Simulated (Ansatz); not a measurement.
CsBr (CsCl type), relaxed with r²SCAN (Ansatz, a program for electronic structure, plane waves, PAW): a = 4.324 Å, b = 4.324 Å, c = 4.324 Å, α = 90.00°, β = 90.00°, γ = 90.00°.

```
Item                  Result
--------------------  ------
gap (eV)                5.19
B₀ by P(V) fit (GPa)    15.4
```

### Question
The same phase is relaxed and computed with HSE06 in the same code. What are the cell and these values now?

### Answer
a = b = c = 4.3577 Å, α = β = γ = 90.00°.

- gap (eV): 5.50
- B₀ by P(V) fit (GPa): 13.1

All cells were relaxed under the symmetry of their starts (and spin orders); stability against distortions was not tested throughout. Scalar-relativistic: spin–orbit coupling is off unless named, which matters more the heavier the elements.

Potentials: the later of the program's two PAW sets.

Ansatz is a plane-wave DFT program.
